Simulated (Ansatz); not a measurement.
TiSi2:

```xyz
3
Lattice="-1.4729 1.7121 4.2121 1.4729 -1.7121 4.2121 1.4729 1.7121 -4.2121" Properties=species:S:1:pos:R:3 pbc="T T T"
Ti    0.0000    0.0000    0.0000
Si    0.0000    0.0000    5.6448
Si    0.0000    0.0000    2.7793
```

The cell comes from a database or a generator and needn't be the stable form of this composition.

- Program: Ansatz 0.2.0
- Task: relaxation of cell and atoms
- Functional: PBE
- Dispersion: D3(BJ)
- Potentials or basis: Ansatz PAW
- Cutoff: 420 eV (not typed: the program's choice for these potentials)
- k mesh: 12 × 12 × 12
- Occupations: fermi-dirac, width 0.05 eV
- Spin: no spin polarisation

At the start: volume 14.16 Å³/atom.

Task: How do energy, volume and symmetry change on relaxing?

Result: It ends after 5 steps and the volume is 13.57 Å³/atom (-4.2 %); space group Immm (No. 71, to 0.05 Å).

Step by step:
```csv
step,energy change (eV),largest force (eV/Å),volume (Å³)
1,0.0000,0.0167,42.49
2,-0.0341,0.0674,40.55
3,-0.0348,0.0213,40.73
4,-0.0349,0.0004,40.71
5,-0.0346,0.0003,40.71
```

Final structure:
```xyz
3
Lattice="-1.4533 1.6890 4.1465 1.4533 -1.6890 4.1465 1.4533 1.6890 -4.1465" Properties=species:S:1:pos:R:3 pbc="T T T"
Ti    0.0000    0.0000    0.0000
Si    0.0000    0.0000    5.5578
Si    0.0000    0.0000    2.7351
```

Caveat: the plane-wave basis is chosen anew once the cell has moved, so the energies of steps on either side of that aren't comparable; pairwise dispersion overbinds metals, which lowers pressure and volume.
